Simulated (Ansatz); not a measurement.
# SiC: further runs on a relaxed guess

This session takes a relaxed cell of SiC and sets out to see whether it has a gap, which orbitals make up the states near it and how charge is shared.

Method: DFT PBE, scalar-relativistic, plane waves, PAW, in Ansatz 0.2.0.

1 further run of the same task is left out (set aside as unsound or not needed).

## Step 1: The structure to begin with

Symmetry: P3_221, No. 154, trigonal system. The conventional cell has a = 4.914 Å, b = 4.914 Å, c = 2.995 Å, α = 90.00°, β = 90.00°, γ = 120.00°. Si (site symmetry 2) has 4 C at 1.91 to 1.93 Å as nearest neighbours. C (site symmetry 2) is surrounded by 4 Si at 1.91 to 1.93 Å.

Coordinates:

```
CELL_PARAMETERS angstrom
4.91394 0.00000 0.00000
-2.45697 4.25560 0.00000
0.00000 0.00000 2.99521
ATOMIC_POSITIONS crystal
Si 0.61476 0.00000 0.66667
Si 0.00000 0.61476 0.33333
Si 0.38524 0.38524 0.00000
C 0.37224 0.00000 0.16667
C 0.00000 0.37224 0.83333
C 0.62776 0.62776 0.50000
```

The cell was relaxed beforehand at this level, from a generated guess; it needn't be the stable form of this composition. At a tolerance of 0.02 Å it has space group P3_221 (No. 154); it has 10.44 Å³/atom, an uncorrected energy of +0.16 eV/atom over the elements.

## Step 2: Electronic structure at the relaxed geometry

The input, input.yaml:

```yaml
crystal:
  lattice:
    - [4.9139411842, 0.0, 0.0]
    - [-2.4569705921, 4.2555978982, 0.0]
    - [0.0, 0.0, 2.9952126677]
  atoms:
    - { symbol: Si, position: [0.6147602161, 0.0, 0.6666666667] }
    - { symbol: Si, position: [0.0, 0.6147602161, 0.3333333333] }
    - { symbol: Si, position: [0.3852397839, 0.3852397839, 0.0] }
    - { symbol: C, position: [0.3722391761, 0.0, 0.1666666667] }
    - { symbol: C, position: [0.0, 0.3722391761, 0.8333333333] }
    - { symbol: C, position: [0.6277608239, 0.6277608239, 0.5] }
basis:
  ecutwfc: 420
kpoints:
  mp_grid: { grid: [6, 6, 10] }
  band_path:
    path:
      - [[0.0, 0.0, 0.0], [0.5, 0.0, 0.0], [0.33333333, 0.33333333, 0.0], [0.0, 0.0, 0.0], [0.0, 0.0, 0.5], [0.5, 0.0, 0.5], [0.33333333, 0.33333333, 0.5], [0.0, 0.0, 0.5]]
      - [[0.5, 0.0, 0.5], [0.5, 0.0, 0.0]]
      - [[0.33333333, 0.33333333, 0.5], [0.33333333, 0.33333333, 0.0]]
    npoints: 14
hamiltonian:
  xc: pbe
scf:
  occupations: { method: gaussian, width: 0.02 }
  n_extra_bands: 15
output:
  forces: true
  stress: true
  eigenvalues: true
  populations: true
  dos: { projected: true, de: 0.02, nscf_kmesh: { grid: [9, 9, 15] } }
  bader: true
  write_density: true
  write_potential: true
  elf: true
  volumetric_format: npy
```

Command:

```bash
ansatz run input.yaml --threads 1 --pin off --max-ram 2560MiB --backend cpu --events-out ev --progress --plain --runs-dir out
```

Output:

```text
Warning: RAYON_NUM_THREADS=1 ignored (pool sized by the plan → 1); use --threads N
scf.n_extra_bands = 15 over 12 filled bands (N_el = 24.0): the run solves 27 bands
Engine: ansatz 0.2.0, aarch64-unknown-linux-gnu
Pseudopotentials: kind: paw
Pseudopotential: Si, paw, valence charge 4, recommended cutoff 420 eV (normal), Si.paw.azcp
Pseudopotential: C, paw, valence charge 4, recommended cutoff 420 eV (normal), C.paw.azcp
Functional definition: PBE
  parameter kappa = 0.804
  parameter beta = 0.06672455060314922
  exchange = pbe_x(kappa = kappa, mu = beta*pi^2/3)
  correlation = pbe_c(beta = beta)
Crystal: 6 atoms, lattice volume = 62.635 Å³
Basis set: ecut = 420 eV, 1193 PW (Γ), exchange–correlation on 72×72×48 points (8 copies of the dense FFT grid, shifted against one another)
Bands: 27, of which v1, the nominal top of the filled ones, is band 12 counted from 1 (11 counted from 0)
Symmetry: 6 space group operations
Space group: P3221 (ITA 154), of the structure as read, at distance tolerance 4.0e-5 Å
k-points: 54 of 360 (time reversal used)
Non-local potential: Si, projectors of the file, l = 0: 2, l = 1: 2, l = 2: 2
Non-local potential: C, projectors of the file, l = 0: 2, l = 1: 2, l = 2: 1
PAW form: soft (Blöchl's): semilocal exchange-correlation on the pseudo side does not see the compensation charge
PAW one-centre angular grid: Si, 110 points (default); XC on 64 Gauss nodes
PAW one-centre angular grid: C, 110 points (default); XC on 64 Gauss nodes
Initial density: superposition of atomic densities (neutral atoms: chi_scale 0, normalization atom), corrected by the library's trained network
Initial wavefunctions: pseudopotential atomic-orbital guess
Functional: x = pbe(κ = 0.804, μ = 0.2195149727645171), c = pbe(β = 0.06672455060314922)
SCF iter   1: F=—  HF=-2659.290968 eV  |F-HF|=—  |Δ(HF+E_count)|=         —  Δρ=4.95e-3  dr2=1.29e-2  ethr=1.77e-3  ⟨swp⟩=5.5  Hψ=7703  notcnv=0  defer=149
preconditioner: auto → none  [insulator: Δε(μ)=1.178 eV  Ē_g=14.757 eV  σ=0.020 eV  W_gap=1.00  n_scr=8 (ndim 8)  ℏωp=23.0 eV  f_vac=0.000  D(μ)=0.00/eV (n_scr^D=0)  ε∞_Penn≈3.4]
SCF iter   2: F=—  HF=-2659.289179 eV  |F-HF|=—  |Δ(HF+E_count)|=   1.79e-3  Δρ=1.89e-3  dr2=1.45e-3  ethr=5.36e-5  ⟨swp⟩=2.1  Hψ=2284  notcnv=0  defer=461
SCF iter   3: F=—  HF=-2659.289244 eV  |F-HF|=—  |Δ(HF+E_count)|=   6.45e-5  Δρ=3.09e-4  dr2=2.77e-5  ethr=6.06e-6  ⟨swp⟩=2.6  Hψ=1672  notcnv=0  defer=461
SCF iter   4: F=—  HF=-2659.289233 eV  |F-HF|=—  |Δ(HF+E_count)|=   1.06e-5  Δρ=7.05e-5  dr2=1.38e-6  ethr=1.15e-7  ⟨swp⟩=2.4  Hψ=1634  notcnv=0  defer=461
iter 5 did not close the SCF: its close was put off for the readings that it lacked (scf_convergence_deferred on its scf_iter line)
SCF iter   5: F=-2659.289235 eV  HF=-2659.289235 eV  |F-HF|=2.65e-8  |Δ(HF+E_count)|=   1.58e-6  Δρ=1.05e-5  dr2=7.44e-8  ethr=5.77e-9  ⟨swp⟩=2.1  Hψ=1534  notcnv=0  defer=461
SCF iter   6: F=-2659.289235 eV  HF=-2659.289235 eV  |F-HF|=1.34e-9  |Δ(HF+E_count)|=  5.04e-10  Δρ=1.88e-6  dr2=9.56e-10  ethr=3.10e-10  ⟨swp⟩=11.3  Hψ=10189  notcnv=0
SCF 1 converged in 6 iterations: F = -2659.289235 eV  dr2 = 9.56e-10
NSCF: frozen V_eff on 129 k-points
NSCF: frozen V_eff on 145 k-points
SCF converged after 6 iterations
Free energy (F): -2659.289235 eV
Harris-Foulkes:  -2659.289235 eV  (|F-HF|=1.34e-9)
Internal energy: -2659.289235 eV  (E = F + TS)
E sigma→0 (E₀):  -2659.289235 eV
Fermi energy:    10.295360 eV
--- Per-component energies (eV) ---
  E_band       = 86.839416
  E_kinetic    = 402.537014
  E_local      = -321.606825  (includes V_loc(G=0)·N_el)
  E_nonlocal   = 154.782851
  E_hartree    = 102.155261
  E_xc         = -315.229249
  E_vxc        = -326.472881  (∫ρ·V_xc dr)
  E_paw        = -1835.415155  (= ΣΔE_a)
  E_vpaw       = -26.711098  (= ΣTr[D̂ρ^β])
  E_aug_tail   = 0.000040  (compensation charges beyond the density's cutoff)
  E_ewald      = -846.513172
  E_smearing   = -0.000000  (= −TS)
  E_closure    = 0.000000  (closes the sum)
  Σ components = -2659.289235   (vs F -2659.289235, Δ=0.00e0)
--- Forces (eV/Å), atoms counted from 1 ---
  atom   1  Si     0.00082027    -0.00000000     0.00000000
  atom   2  Si    -0.00041013     0.00071037    -0.00000000
  atom   3  Si    -0.00041013    -0.00071037     0.00000000
  atom   4  C     -0.00136540     0.00000000     0.00000000
  atom   5  C      0.00068270    -0.00118247     0.00000000
  atom   6  C      0.00068270     0.00118247     0.00000000
  max |Σ_I F_I| component: 1.34e-16 eV/Å
--- Stress (GPa, compression-positive) ---
        0.002889       0.000000       0.000000
        0.000000       0.002889       0.000000
        0.000000       0.000000       0.012698
  P = ⅓ Tr σ = 0.0062 GPa (0.062 kbar)
--- Band table (eV; the first three rows and the last of 54) ---
  k-point 0: bands = ["-6.1188", "-1.2098", "-1.2098", "1.9305", "2.0556", "2.0556", "5.2421", "7.6884", "7.6884", "9.6884", "9.6884", "9.6890", "14.9035", "14.9386", "14.9386", "16.1573", "16.2961", "17.4745", "17.4745", "17.7846", "17.7846", "19.8236", "20.1973", "20.1973", "21.6998", "22.3451", "22.3451"]
  k-point 1: bands = ["-5.9772", "-1.1535", "-1.0738", "2.0571", "2.0601", "2.2574", "5.3310", "6.1186", "8.1978", "9.0154", "9.4378", "9.6277", "14.4511", "14.9294", "15.5674", "15.6942", "16.6409", "17.2727", "17.4080", "17.7475", "18.4635", "19.5807", "20.1005", "20.3435", "21.6961", "21.9665", "24.4199"]
  k-point 2: bands = ["-5.5556", "-0.9805", "-0.7379", "2.1144", "2.4222", "2.7019", "4.5858", "5.5607", "7.3779", "7.6072", "8.7854", "9.2108", "12.9319", "14.3256", "15.8953", "16.0093", "17.4256", "17.5471", "18.2113", "18.2177", "18.3877", "18.7508", "20.1609", "21.2932", "22.0163", "23.3861", "24.6698"]
  k-point 53: bands = ["-1.7261", "-1.5531", "-1.5531", "0.3154", "1.9232", "1.9232", "5.9398", "5.9398", "7.1070", "7.3779", "7.5945", "7.5945", "12.8183", "13.8995", "13.8995", "15.0657", "15.8800", "15.8800", "17.4891", "17.4891", "17.7489", "18.7552", "20.0766", "20.0766", "24.7150", "24.7150", "25.5592"]
--- Löwdin populations: 6 sites ---
  site symbol       q [e]
     0     Si      2.9717
     1     Si      2.9717
     2     Si      2.9717
     3      C      4.9409
     4      C      4.9409
     5      C      4.9409
  spilling = 0.010932 (of n_electrons = 24.000000)
--- Bader charges: 6 sites ---
  site symbol  charge [e]  shift [e]
     0     Si      2.6795     0.0169
     1     Si      2.6795     0.0169
     2     Si      2.6795     0.0169
     3      C     -2.6795     0.0169
     4      C     -2.6795     0.0169
     5      C     -2.6796     0.0169
  estimated error of the sums over rays = 7.1e-4 e
```

It took 2 min on 1 thread of Arm Neoverse V1, shared host; peak memory 0.39 GiB.

Per atom:

```
atom  Löwdin electrons  Bader charge (e)  Bader volume (Å³)
 Si1              2.97             +2.68                5.1
 Si2              2.97             +2.68                5.1
 Si3              2.97             +2.68                5.1
  C4              4.94             -2.68               15.8
  C5              4.94             -2.68               15.8
  C6              4.94             -2.68               15.8
```

The Löwdin counts miss 0.26 of the 24 electrons, which the atomic orbitals do not span, so they are no charges.

From bands.tsv, the levels nearest the gap at the path's corners, in eV from the valence-band top:

```tsv
point	band 9	band 10	band 11	band 12	band 13	band 14	band 15	band 16
Γ	-2.01	-0.01	-0.01	-0.01	5.20	5.24	5.24	6.46
M	-2.05	-1.33	-0.69	-0.49	3.25	4.58	4.91	5.26
K	-1.96	-1.02	-0.50	-0.50	3.40	3.40	4.02	5.57
Γ	-2.01	-0.01	-0.01	-0.01	5.20	5.24	5.24	6.46
A	-4.36	-4.11	-3.50	-3.50	1.42	1.42	6.59	6.64
L	-2.23	-2.19	-1.59	-1.08	2.71	3.43	4.18	4.51
H	-2.59	-2.32	-2.10	-2.10	3.12	4.20	4.20	5.37
A	-4.36	-4.11	-3.50	-3.50	1.42	1.42	6.59	6.64
L	-2.23	-2.19	-1.59	-1.08	2.71	3.43	4.18	4.51
M	-2.05	-1.33	-0.69	-0.49	3.25	4.58	4.91	5.26
H	-2.59	-2.32	-2.10	-2.10	3.12	4.20	4.20	5.37
K	-1.96	-1.02	-0.50	-0.50	3.40	3.40	4.02	5.57
```

Highest filled and lowest empty level along the path:

```
distance (1/Å)  highest filled (eV)  lowest empty (eV)
          0.00                -0.01               5.20
          0.21                -0.07               4.86
          0.42                -0.33               4.06
          0.63                -0.57               3.37
          0.80                -0.48               3.26
          0.92                -0.44               3.33
          1.04                -0.43               3.43
          1.16                -0.50               3.40
          1.41                -0.43               3.46
          1.65                -0.18               4.43
          1.90                -0.01               5.12
          2.17                -0.03               5.05
          2.47                -0.59               3.02
          2.77                -2.02               1.39
          3.07                -3.50               1.42
          3.28                -2.75               1.73
          3.49                -1.71               2.32
          3.70                -1.17               2.65
          3.86                -1.11               2.72
          3.99                -1.34               2.83
          4.11                -1.73               3.01
          4.23                -2.10               3.12
          4.47                -1.37               2.74
          4.72                -2.00               2.23
          4.96                -3.19               1.53
          5.16                -1.08               2.71
          5.46                -1.17               2.76
          5.76                -0.96               3.48
          6.06                -0.53               3.32
          6.28                -1.82               3.16
          6.58                -1.03               3.75
          6.88                -0.54               3.78
          7.18                -0.50               3.40
```

Counts of states by energy window (eV from the valence-band top), total and by projection:

| from | to | total | Si 3s | Si 3p | C 2s | C 2p |
| --- | --- | --- | --- | --- | --- | --- |
| -8 | -7 | 1.72 | 0.39 | 0.37 | 0.16 | 0.79 |
| -7 | -6 | 1.77 | 0.30 | 0.43 | 0.19 | 0.84 |
| -6 | -5 | 1.64 | 0.17 | 0.47 | 0.13 | 0.85 |
| -5 | -4 | 2.19 | 0.14 | 0.66 | 0.13 | 1.24 |
| -4 | -3 | 2.32 | 0.12 | 0.62 | 0.12 | 1.42 |
| -3 | -2 | 2.65 | 0.11 | 0.61 | 0.10 | 1.79 |
| -2 | -1 | 3.20 | 0.10 | 0.72 | 0.07 | 2.26 |
| -1 | 0 | 1.51 | 0.03 | 0.28 | 0.02 | 1.15 |
| 0 | 1 | 0.00 | 0.00 | 0.00 | 0.00 | 0.00 |
| 1 | 2 | 0.15 | 0.02 | 0.08 | 0.01 | 0.03 |
| 2 | 3 | 0.79 | 0.06 | 0.41 | 0.06 | 0.17 |
| 3 | 4 | 1.60 | 0.17 | 0.71 | 0.21 | 0.28 |
| 4 | 5 | 2.53 | 0.38 | 0.95 | 0.33 | 0.44 |
| 5 | 6 | 2.95 | 0.40 | 1.16 | 0.30 | 0.55 |
| 6 | 7 | 2.81 | 0.40 | 0.98 | 0.25 | 0.58 |

A further 7 or so states lie below the table's range.

Density in a lattice plane of the grid's cell (edges 4.91 and 3.00 Å, at 0.000 of the third edge), which holds Si and C.

Ten even steps from '0' (0.04 e/Å³) to '9' (1.77 e/Å³):
```
000001123455432111100000
000000012233321111110000
000000001122210001111000
000000000111100001111000
000000001122210001111000
000000012233321111110000
000001123455432111100000
000012356887532110000000
000013579998632100000000
000013589998632100000000
000013579998632100000000
000012356887532110000000
```
Columns run along the first of these edges and rows up along the second, over one cell in 24 and 12 even steps from the bottom left corner. Atoms in the plane (fractional): Si at (0.61, 0.67), C at (0.37, 0.17).

ELF in the same plane.

Ten even steps from '0' (0.02) to '9' (0.91):
```
000235677899997533332100
000012356789874222443210
000000123466532212344210
000000011233213422344210
000000123466532212344210
000012356789874222443210
000235677899997533332100
001357777789998643221000
002467763247887531100000
002578751025886421000000
002467763247887531100000
001357777789998643221000
```
Columns run along the first of these edges and rows up along the second, over one cell in 24 and 12 even steps from the bottom left corner. Atoms in the plane (fractional): Si at (0.61, 0.67), C at (0.37, 0.17).

Both are smooth fields of the valence electrons: close to the nuclei they are not physical.

The highest ELF values outside the cores: 0.93 on the C–Si line, 1.0 Å from C.

## Step 3: A further run, with the input changed

The input, input.yaml:

```yaml
crystal:
  lattice:
    - [4.9139411842, 0.0, 0.0]
    - [-2.4569705921, 4.2555978982, 0.0]
    - [0.0, 0.0, 2.9952126677]
  atoms:
    - { symbol: Xx, position: [0.6147602161, 0.0, 0.6666666667] }
    - { symbol: Si, position: [0.0, 0.6147602161, 0.3333333333] }
    - { symbol: Si, position: [0.3852397839, 0.3852397839, 0.0] }
    - { symbol: C, position: [0.3722391761, 0.0, 0.1666666667] }
    - { symbol: C, position: [0.0, 0.3722391761, 0.8333333333] }
    - { symbol: C, position: [0.6277608239, 0.6277608239, 0.5] }
basis:
  ecutwfc: 420
kpoints:
  mp_grid: { grid: [6, 6, 10] }
hamiltonian:
  xc: pbe
scf:
  occupations: { method: gaussian, width: 0.02 }
  max_iter: 60
output:
  forces: true
  eigenvalues: true
  stress: true
```

Command:

```bash
ansatz run input.yaml --threads 1 --pin off --max-ram 2560MiB --backend cpu --events-out ev --progress --plain --runs-dir out
```

Output:

```text
Error: YAML parse error: error: line 7 column 17: `Xx` is not an element symbol (H … Og, case-exact)
 --> <input>:7:17
  |
5 |     - [0.0, 0.0, 2.9952126677]
6 |   atoms:
7 |     - { symbol: Xx, position: [0.6147602161, 0.0, 0.6666666667] }
  |                 ^ `Xx` is not an element symbol (H … Og, case-exact)
8 |     - { symbol: Si, position: [0.0, 0.6147602161, 0.3333333333] }
9 |     - { symbol: Si, position: [0.3852397839, 0.3852397839, 0.0] }
  |
```

Run time: 0.02 s. Hardware: 1 thread of Arm Neoverse V1, shared host; peak memory 0.02 GiB.

## Step 4: Diagnosis

Nothing was computed: the input was turned down at the start. It says: «line 7 column 17: `Xx` is not an element symbol (H … Og, case-exact)»

One of the atoms is labelled with something that isn't a chemical symbol in the accepted spelling.

The cure: write the element's symbol correctly.

## Step 5: Summary of results

| quantity | value |
| --- | --- |
| gap | 1.17 eV, indirect on the path |
| Bader charges | Si +2.68, C -2.68 e |

In words: It has a gap of 1.17 eV, with the valence top between Γ and M and the conduction bottom between Γ and A on the path. Of the projected weight, the top eV of the valence band is C 2p (78 %), and the lowest eV of the conduction band Si 3p (58 %) and C 2p (24 %). Bader charges reach 2.7 e, yet ELF peaks on the C–Si line (0.93): the bond is polar, with a covalent part.
